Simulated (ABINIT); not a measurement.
A run of ABINIT 10.8.3 (patched build):

File run.abi:

```
ndtset 2

pp_dirpath "./"
pseudos "Sb.GGA_PBE-JTH_sp.xml, Ga.GGA_PBE-JTH.xml"

acell 4.3260792873 4.3260792873 4.3260792873 Angstrom
rprim
     0.0000000000     0.7071067812     0.7071067812
     0.7071067812     0.0000000000     0.7071067812
     0.7071067812     0.7071067812     0.0000000000
ntypat 2
znucl 51 31
natom 2
typat 1 2
xred
     0.7500000000     0.7500000000     0.7500000000
     0.0000000000     0.0000000000     0.0000000000

ecut 544.227725 eV
pawecutdg 40.0

ixc 23

occopt 3
tsmear 0.00183747

nstep 100

iomode 3
prtwf 0
prteig 0
prtebands 0
prtden1 1

kptopt1 1
ngkpt1 8 8 8
nshiftk1 1
shiftk1 0.0 0.0 0.0
nband1 13
tolvrs1 1.0e-9

iscf2 -2
getden2 1
nband2 17
nbdbuf2 2
tolwfr2 1.0e-12
kptopt2 -9
ndivsm2 8
prteig2 1
kptbounds2
     0.0000000000     0.0000000000     0.0000000000
     0.5000000000     0.0000000000     0.5000000000
     0.5000000000     0.2500000000     0.7500000000
     0.3750000000     0.3750000000     0.7500000000
     0.0000000000     0.0000000000     0.0000000000
     0.5000000000     0.5000000000     0.5000000000
     0.6250000000     0.2500000000     0.6250000000
     0.5000000000     0.2500000000     0.7500000000
     0.5000000000     0.5000000000     0.5000000000
     0.3750000000     0.3750000000     0.7500000000
```

Potentials or basis: JTH PAW PBE v2.0 sp.

Launch:

```console
$ abinit run.abi > log 2>&1
```

Hardware: 1 thread of Arm Neoverse V1, on a shared host.

How long does it take, and how much memory?

It took 110 s on 1 thread of Arm Neoverse V1, with other jobs on the host, peak memory 0.17 GiB. Counts: scf iterations 11, k points 29, bands 13, plane waves 1666.
